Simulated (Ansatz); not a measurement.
The cell is COD entry 1539502, as deposited and not checked against the literature; nothing was relaxed. The listed cell was then made from it by scaling, straining or moving an atom.

An input for HfC: DFT, PBE, all-electron LAPW, scalar-relativistic (Ansatz 0.2.0).

Command: `ansatz run input.yaml --threads 1 --pin off --max-ram 3072MiB --backend cpu --events-out ev --progress --plain --runs-dir out` The run took 36 s on 1 thread of Arm Neoverse V1, with other jobs on the host, peak memory 0.48 GiB.

```yaml
crystal:
  lattice:
    - [0.0, 2.3327243092, 2.3327243092]
    - [2.3327243092, 0.0, 2.3327243092]
    - [2.3327243092, 2.3327243092, 0.0]
  atoms:
    - { symbol: Hf, position: [0.5, 0.5, 0.5] }
    - { symbol: C, position: [0.0, 0.0, 0.0] }
kpoints:
  mp_grid: { grid: [15, 15, 15] }
  band_path:
    path:
      - [0.0, 0.0, 0.0]
      - [0.5, 0.0, 0.5]
      - [0.625, 0.25, 0.625]
      - [0.375, 0.375, 0.75]
      - [0.0, 0.0, 0.0]
      - [0.5, 0.5, 0.5]
      - [0.5, 0.25, 0.75]
      - [0.5, 0.0, 0.5]
    npoints: 5
scf:
  occupations: { method: fermi_dirac, width: 0.05 }
hamiltonian:
  xc: pbe
  pseudopotentials: { kind: all_electron, lapw: { basis_error: 0.001 } }
output:
  forces: true
  stress: true
  eigenvalues: true
```

Set-up and iterations as logged by Ansatz (the results part is left out, to be predicted):

```
LAPW: plane waves up to 8.879 Å⁻¹, error target 1.0e-3 eV per atom; small_component_spin mean_spin; C in spheres of 0.960 Å, 6 of its electrons in bands, Dirac shells []; Hf in spheres of 1.373 Å, 42 of its electrons in bands, Dirac shells []
Engine: ansatz 0.2.0
Pseudopotentials: kind: all_electron
Pseudopotential: Hf, LAPW, valence charge 42, Koelling and Harmon's equation, gaussian nucleus
Pseudopotential: C, LAPW, valence charge 6, Koelling and Harmon's equation, gaussian nucleus
Functional definition: PBE
  parameter kappa = 0.804
  parameter beta = 0.06672455060314922
  exchange = pbe_x(kappa = kappa, mu = beta*pi^2/3)
  correlation = pbe_c(beta = beta)
Crystal: 2 atoms, lattice volume = 25.388 Å³
Basis set: ecut = 300.39897698524896 eV, 307 PW (Γ), exchange–correlation at level 2
Bands: 29, of which v1, the nominal top of the filled ones, is band 24 counted from 1 (23 counted from 0)
Symmetry: 48 space group operations
Space group: Fm-3m (ITA 225), of the structure as read, at distance tolerance 2.9e-5 Å
k-points: 120 of 3375
Non-local potential: Hf, projectors of the file, none
Non-local potential: C, projectors of the file, none
Initial density: superposition of atomic densities (chi_scale 0.1, normalization cell, long waves kept (reshape's long-wave potential 0.00 eV rms))
Initial wavefunctions: plane waves of lowest kinetic energy (no species holds an atomic orbital)
Functional: x = pbe(κ = 0.804, μ = 0.2195149727645171), c = pbe(β = 0.06672455060314922)
iter 1 solved again at ethr=1.24e-2 eV; its pass at ethr=1.00e-1 eV (dr2=5.95e0 eV) is discarded
SCF iter   1: F=—  HF=-411290.937803 eV  |F-HF|=—  |Δ(HF+E_count)|=         —  Δρ=1.28e-1  dr2=5.95e0  ethr=1.24e-2  ⟨swp⟩=2.0  Hψ=20768  notcnv=0
iter 2 solved again at ethr=5.54e-4 eV; its pass at ethr=1.24e-2 eV (dr2=2.66e-1 eV) is discarded
SCF iter   2: F=—  HF=-411288.972972 eV  |F-HF|=—  |Δ(HF+E_count)|=    1.96e0  Δρ=2.92e-2  dr2=2.66e-1  ethr=5.54e-4  ⟨swp⟩=2.0  Hψ=17693  notcnv=0
SCF iter   3: F=—  HF=-411288.973494 eV  |F-HF|=—  |Δ(HF+E_count)|=         —  Δρ=2.82e-2  dr2=2.96e-1  ethr=5.54e-4  ⟨swp⟩=2.0  Hψ=10901  notcnv=0
the basis was enlarged: its passes take 332.7 KiB over the memory plan, 1 of 1 planned eigensolver slots
SCF iter   4: F=—  HF=-411288.993746 eV  |F-HF|=—  |Δ(HF+E_count)|=   2.03e-2  Δρ=1.65e-2  dr2=1.03e-1  ethr=5.54e-4  ⟨swp⟩=2.0  Hψ=9776  notcnv=0
SCF iter   5: F=—  HF=-411288.944390 eV  |F-HF|=—  |Δ(HF+E_count)|=   4.94e-2  Δρ=3.90e-3  dr2=4.90e-3  ethr=2.15e-4  ⟨swp⟩=2.3  Hψ=10301  notcnv=0
SCF iter   6: F=—  HF=-411288.943427 eV  |F-HF|=—  |Δ(HF+E_count)|=   9.63e-4  Δρ=1.29e-3  dr2=6.30e-4  ethr=1.02e-5  ⟨swp⟩=2.0  Hψ=10450  notcnv=0
SCF iter   7: F=—  HF=-411288.943357 eV  |F-HF|=—  |Δ(HF+E_count)|=   6.99e-5  Δρ=4.94e-4  dr2=8.11e-5  ethr=1.31e-6  ⟨swp⟩=2.0  Hψ=10452  notcnv=0
SCF iter   8: F=—  HF=-411288.943362 eV  |F-HF|=—  |Δ(HF+E_count)|=   4.50e-6  Δρ=1.69e-4  dr2=9.57e-6  ethr=1.69e-7  ⟨swp⟩=2.0  Hψ=10452  notcnv=0
SCF iter   9: F=—  HF=-411288.943358 eV  |F-HF|=—  |Δ(HF+E_count)|=   3.38e-6  Δρ=5.16e-5  dr2=7.80e-7  ethr=1.99e-8  ⟨swp⟩=2.3  Hψ=10572  notcnv=0
SCF iter  10: F=-411288.943358 eV  HF=-411288.943358 eV  |F-HF|=2.39e-8  |Δ(HF+E_count)|=   1.93e-8  Δρ=1.33e-5  dr2=4.61e-8  ethr=1.62e-9  ⟨swp⟩=2.3  Hψ=10572  notcnv=0
```

Question: What pressure will this run report?

Answer: -2.03 GPa (positive in compression).

Question: Is there a band gap?

Answer: none: bands cross the Fermi level, a metal.
